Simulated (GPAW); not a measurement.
# InP (Fm-3m) in GPAW: equation of state

Aim: energy against volume of InP in PBE, for its equilibrium volume and stiffness.

Everything below comes from runs of GPAW 26.7.0. Logs are shortened: lines on timing, memory, paths and dates and some standing lists are left out, and cuts for length are marked. The log counts tension as positive stress, the text compression.

## (1) The crystal as given

The structure is cubic, space group Fm-3m (No. 225). Conventional cell: a = 5.538 Å, b = 5.538 Å, c = 5.538 Å, α = 90.00°, β = 90.00°, γ = 90.00°. In (site symmetry m-3m) is surrounded by 6 P at 2.77 Å. P (site symmetry m-3m) has 6 In at 2.77 Å as nearest neighbours.

Measurements of this composition are mostly on another form, of space group No. 216.

## (2) Equation of state, PBE

Contents of run.py:

```python
from ase import Atoms
from ase.eos import EquationOfState
from ase.io import Trajectory
from ase.units import GPa
from gpaw import GPAW, PW

atoms = Atoms(['In', 'P'],
              cell=[[0.0, 2.768834, 2.768834],
                    [2.768834, 0.0, 2.768834],
                    [2.768834, 2.768834, 0.0]],
              scaled_positions=[[0.0, 0.0, 0.0],
                                [0.5, 0.5, 0.5]],
              pbc=True)

traj = Trajectory('eos.traj', 'w')
volumes, energies = [], []
for x in [0.94, 0.96, 0.98, 1.0, 1.02, 1.04, 1.06]:
    a = atoms.copy()
    a.set_cell(atoms.cell * x**(1 / 3), scale_atoms=True)
    calc = GPAW(mode=PW(600),
                xc='PBE',
                kpts={'size': (8, 8, 8), 'gamma': True},
                occupations={'name': 'fermi-dirac', 'width': 0.05},
                nbands=18,
                convergence={'density': 1e-05, 'energy': 1e-05},
                maxiter=150,
                txt=f'eos-{x:.2f}.txt')
    a.calc = calc
    energies.append(a.get_potential_energy(force_consistent=True))
    volumes.append(a.get_volume())
    p = -a.get_stress()[:3].mean() / GPa
    calc.write(f'eos-{x:.2f}.gpw')
    traj.write(a)
    print(f'{x:.2f} {volumes[-1]:10.4f} A^3 {energies[-1]:14.6f} eV {p:9.3f} GPa', flush=True)

v0, e0, B = EquationOfState(volumes, energies, eos='birchmurnaghan').fit()
print(f'V0 = {v0:.4f} A^3, E0 = {e0:.6f} eV, B0 = {B / GPa:.2f} GPa')
```

Potentials or basis: GPAW PAW data sets (gpaw-data 1.2.1), pw.

The run is started by

```bash
> OMP_NUM_THREADS=1 python run.py
```

What it wrote:

```text
__  _  _
 | _ |_)|_||  |
 |__||  | ||/\| - 26.7.0

Input parameters:
  mode=PW(ecut=600.0),
  convergence={'density': 1e-05, 'energy': 1e-05},
  kpts=MonkhorstPack(size=(8, 8, 8), gamma=True),
  maxiter=150,
  nbands=18,
  occupations=Occupations(name='fermi-dirac', width=0.05),
  xc=XC(name='PBE')

Diagonalizing LCAO Hamiltonian
Converting LCAO to pw mode

               P

       In

Atoms  # Å, Bohr magnetons
|   | symbol |        x |        y |        z |    initial magnetic moments |
|---|--------|----------|----------|----------|-----------------------------|
| 0 |     In | 0.000000 | 0.000000 | 0.000000 | ( 0.0000,  0.0000,  0.0000) |
| 1 |      P | 2.712311 | 2.712311 | 2.712311 | ( 0.0000,  0.0000,  0.0000) |

Unit cell  # Å
| periodic |        x |        y |        z |  lengths |    angles |
|----------|----------|----------|----------|----------|-----------|
|      yes | 0.000000 | 2.712311 | 2.712311 | 3.835787 | 60.000000 |
|      yes | 2.712311 | 0.000000 | 2.712311 | 3.835787 | 60.000000 |
|      yes | 2.712311 | 2.712311 | 0.000000 | 3.835787 | 60.000000 |

Number of symmetries: 48
Symmetry operations  # r_c * U_cc + t_c -> r_c
|    | kind |            matrix            |
|----|------|------------------------------|
|  0 |  σ   |  1, 0, 0,  1, 0,-1,  1,-1, 0 |
|  1 |  C2  |  1, 0, 0,  1,-1, 0,  1, 0,-1 |
|  2 |  E   |  1, 0, 0,  0, 1, 0,  0, 0, 1 |
|  3 |  σ   |  1, 0, 0,  0, 0, 1,  0, 1, 0 |
|  4 |  C4  |  1, 0,-1,  1, 0, 0,  1,-1, 0 |
|  5 |  S6  |  1, 0,-1,  1,-1, 0,  1, 0, 0 |
|  6 |  σ   |  1, 0,-1,  0, 1,-1,  0, 0,-1 |
|  7 |  C3  |  1, 0,-1,  0, 0,-1,  0, 1,-1 |
|  8 |  S6  |  1,-1, 0,  1, 0, 0,  1, 0,-1 |
|  9 |  C4  |  1,-1, 0,  1, 0,-1,  1, 0, 0 |
| 10 |  C3  |  1,-1, 0,  0,-1, 1,  0,-1, 0 |
| 11 |  σ   |  1,-1, 0,  0,-1, 0,  0,-1, 1 |
| 12 |  σ   |  0, 1, 0,  1, 0, 0,  0, 0, 1 |
| 13 |  C4  |  0, 1, 0,  0, 1,-1, -1, 1, 0 |
| 14 |  C3  |  0, 1, 0,  0, 0, 1,  1, 0, 0 |
| 15 |  S6  |  0, 1, 0, -1, 1, 0,  0, 1,-1 |
| 16 |  C2  |  0, 1,-1,  1, 0,-1,  0, 0,-1 |
| 17 |  σ   |  0, 1,-1,  0, 1, 0, -1, 1, 0 |
| 18 |  S4  |  0, 1,-1,  0, 0,-1,  1, 0,-1 |
| 19 |  C4  |  0, 1,-1, -1, 1, 0,  0, 1, 0 |
| 20 |  C3  |  0, 0, 1,  1, 0, 0,  0, 1, 0 |
| 21 |  σ   |  0, 0, 1,  0, 1, 0,  1, 0, 0 |
| 22 |  S6  |  0, 0, 1,  0,-1, 1, -1, 0, 1 |
| 23 |  C4  |  0, 0, 1, -1, 0, 1,  0,-1, 1 |
| 24 |  S4  |  0, 0,-1,  1, 0,-1,  0, 1,-1 |
| 25 |  C3  |  0, 0,-1,  0, 1,-1,  1, 0,-1 |
| 26 |  C2  |  0, 0,-1,  0,-1, 0, -1, 0, 0 |
| 27 |  S6  |  0, 0,-1, -1, 0, 0,  0,-1, 0 |
| 28 |  S4  |  0,-1, 1,  1,-1, 0,  0,-1, 0 |
| 29 |  C4  |  0,-1, 1,  0, 0, 1, -1, 0, 1 |
| 30 |  C2  |  0,-1, 1,  0,-1, 0,  1,-1, 0 |
| 31 |  σ   |  0,-1, 1, -1, 0, 1,  0, 0, 1 |
| 32 |  C3  |  0,-1, 0,  1,-1, 0,  0,-1, 1 |
| 33 |  S6  |  0,-1, 0,  0, 0,-1, -1, 0, 0 |
| 34 |  S4  |  0,-1, 0,  0,-1, 1,  1,-1, 0 |
| 35 |  C2  |  0,-1, 0, -1, 0, 0,  0, 0,-1 |
| 36 |  C2  | -1, 1, 0,  0, 1, 0,  0, 1,-1 |
| 37 |  S6  | -1, 1, 0,  0, 1,-1,  0, 1, 0 |
| 38 |  S4  | -1, 1, 0, -1, 0, 1, -1, 0, 0 |
| 39 |  C3  | -1, 1, 0, -1, 0, 0, -1, 0, 1 |
| 40 |  S6  | -1, 0, 1,  0, 0, 1,  0,-1, 1 |
| 41 |  C2  | -1, 0, 1,  0,-1, 1,  0, 0, 1 |
| 42 |  C3  | -1, 0, 1, -1, 1, 0, -1, 0, 0 |
| 43 |  S4  | -1, 0, 1, -1, 0, 0, -1, 1, 0 |
| 44 |  C2  | -1, 0, 0,  0, 0,-1,  0,-1, 0 |
| 45 |  i   | -1, 0, 0,  0,-1, 0,  0, 0,-1 |
| 46 |  σ   | -1, 0, 0, -1, 1, 0, -1, 0, 1 |
| 47 |  C2  | -1, 0, 0, -1, 0, 1, -1, 1, 0 |

BZ-sampling:
  Number of BZ points: 512
  Number of IBZ points: 29

  Monkhorst-Pack size: [8, 8, 8]
  Monkhorst-Pack shift: [0.0625, 0.0625, 0.0625]

K-points  # in reciprocal-cell coordinates
|     |                                coordinates |     weight |
|-----|--------------------------------------------|------------|
|   0 | (  0.00000000,   0.00000000,   0.00000000) | 0.00195312 |
|   1 | (  0.12500000,   0.12500000,   0.00000000) | 0.01171875 |
|   2 | (  0.12500000,   0.12500000,   0.12500000) | 0.01562500 |
|   3 | (  0.25000000,   0.12500000,   0.12500000) | 0.02343750 |
|   4 | (  0.25000000,   0.25000000,   0.00000000) | 0.01171875 |
|   5 | (  0.25000000,   0.25000000,   0.12500000) | 0.04687500 |
|   6 | (  0.25000000,   0.25000000,   0.25000000) | 0.01562500 |
|   7 | (  0.37500000,   0.25000000,  -0.37500000) | 0.04687500 |
|   8 | (  0.37500000,   0.25000000,   0.12500000) | 0.04687500 |
|   9 | (  0.37500000,   0.25000000,   0.25000000) | 0.04687500 |
| ... |                                            |            |
|  28 | (  0.50000000,   0.50000000,   0.50000000) | 0.00781250 |

Plane wave coefficients: 1363
Cutoff: 600.0 eV

Spin-components: 1 (collinear spins)
Bands:           18
Projectors:      11
Spin-degeneracy: 2
Datatype:        complex128

Parallelization:
  kpt:    1
  domain: 1
  band:   1

Density:
  Valence electrons: 18.0
  Components: 1
  Grid points: [24 24 24]
  Charge: 0.0  # |e|

Potential:
  Grid points: [24 24 24]

species:
  In:
    name:    Indium
    Z:       49.0
    valence: 13
    core:    36
    charge:  0.0  # [|e|]
    compensation charges:
      type: gauss
      rc: 0.36  # [Å]
      lmax: 2
    cutoffs:
      filter: 2.09  # [Å]
      core: 2.48  # [Å]
    projectors
    | kind |    occ | energy [eV] | rcut [Å] |
    |------|--------|-------------|----------|
    |   5s |  2.000 |      -8.203 |    1.185 |
    |   5p |  1.000 |      -2.521 |    1.244 |
    |   4d | 10.000 |     -18.629 |    1.148 |
    |    s |        |      19.008 |    1.185 |
    |    p |        |      24.691 |    1.244 |
    |    d |        |       8.583 |    1.148 |

    Using partial waves for In as LCAO basis

  P:
    name:    Phosphorus
    Z:       15.0
    valence: 5
    core:    10
    charge:  0.0  # [|e|]
    compensation charges:
      type: gauss
      rc: 0.30  # [Å]
      lmax: 2
    cutoffs:
      filter: 1.69  # [Å]
      core: 1.81  # [Å]
    projectors
    | kind |    occ | energy [eV] | rcut [Å] |
    |------|--------|-------------|----------|
    |   3s |  2.000 |     -13.968 |    0.953 |
    |   3p |  3.000 |      -5.506 |    0.953 |
    |    s |        |      13.244 |    0.953 |
    |    p |        |      21.705 |    0.953 |
    |    d |        |       0.000 |    0.953 |

    Using partial waves for P as LCAO basis

Reference energy: -169278.333319  # eV

eigensolver:
  PPCG
  Converge bands: occupied
  niter=2

density mixing:
  MSR1-Mixer
  Pratt-step length: 0.05
  Maximum mixing coefficient: 0.75
  Old densities: 10
  SVD Regularization: 0.005
  Good broyden scale: 1.0
  Trust region scale: 1.0
  Backstep threshold: 4.0
  History deletion threshold: 6.0
  Fourier metric: weight=20.0, sigma=0.015

occupation numbers:
  Fermi-Dirac:
    width: 0.0500  # eV

poisson solver:
  ecut: 4800.0  # eV

xc functional:
  name: PBE with 2 nearest neighbor stencil

convergence criteria:
- Maximum integral of absolute [dens]ity change: 1e-05 electrons / valence electron
- Maximum [total energy] change in last 3 cyles: 1e-05 eV / valence electron
- Maximum integral of absolute [eigenst]ate change: 4e-08 eV^2 / valence electron
maximum number of iterations: 150

SCF iterations
|iter     | |      energy | eigst |  dens |
|---------|-|-------------|-------|-------|
|iter:   1| |   -8.403227 | -0.29 |       |
|iter:   2| |   -8.336320 | -2.46 | -1.19 |
|iter:   3| |   -8.091309 | -1.76 | -1.23 |
|iter:   4| |   -8.092166 | -3.51 | -1.86 |
|iter:   5| |   -8.092267 | -4.01 | -2.25 |
|iter:   6| |   -8.092320c| -5.82 | -3.12 |
|iter:   7| |   -8.092312c| -6.65 | -3.69 |
|iter:   8| |   -8.092317c| -7.63c| -4.24 |
|iter:   9| |   -8.092316c| -8.65c| -5.23c|

Converged in 9 steps
Energy contributions relative to reference atoms: (reference = -169278.333319)

Energy contributions:
  Kinetic:          23.253133
  Coulomb:         -20.288263
  Zero:              0.099223
  External:          0.000000
  Xc:              -11.151217
  Entropy:          -0.010385
  Spinorbit:         0.000000
  ----------------------------
  Free energy:      -8.097509
  Extrapolated:     -8.092316

dipole moment: (-18.167361, -18.167361, -18.167361)  # |e|*Ang

Fermi level: 7.610
Eigenvalues  # (at kpt = [0.000, 0.000, 0.000])
| band index |      eig [eV] | occ [0-2] |
|------------|---------------|-----------|
|          0 |        -6.756 |     2.000 |
|          1 |        -6.756 |     2.000 |
|          2 |        -6.733 |     2.000 |
|          3 |        -6.733 |     2.000 |
|          4 |        -6.733 |     2.000 |
|          5 |        -5.001 |     2.000 |
|          6 |         7.154 |     2.000 |
|          7 |         7.154 |     2.000 |
|          8 |         7.154 |     2.000 |
|          9 |         8.533 |     0.000 |
|         10 |        14.582 |     0.000 |
|         11 |        14.582 |     0.000 |
|         12 |        14.582 |     0.000 |
|         13 |        16.319 |     0.000 |
|         14 |        16.319 |     0.000 |
|         15 |        16.319 |     0.000 |
|         16 |        16.968 |     0.000 |
|         17 |        17.537 |     0.000 |

No gap
No difference between direct/indirect transitions

Stress tensor  # eV/Ang^3
|         x |         y |         z |
|-----------|-----------|-----------|
| -0.030667 |  0.000000 |  0.000000 |
|  0.000000 | -0.030667 | -0.000000 |
|  0.000000 | -0.000000 | -0.030667 |

# Writing to eos-0.94.gpw (mode='')
```

Wall time 2.6 min (1 thread of Intel Xeon Platinum 8488C (Sapphire Rapids), shared host); peak memory 0.28 GiB.

What came out:

| Item | Value |
| --- | --- |
| Equilibrium volume | 21.14 Å³/atom |
| Bulk modulus | 74 GPa |
| Pressure derivative of the bulk modulus | 5.0 |

Energy against volume, from the lowest point:
| volume (Å³/atom) | energy (meV/atom) |
| --- | --- |
| 19.953 | 17.35 |
| 20.378 | 6.84 |
| 20.803 | 1.24 |
| 21.227 | 0.00 |
| 21.652 | 2.65 |
| 22.076 | 8.72 |
| 22.501 | 17.79 |
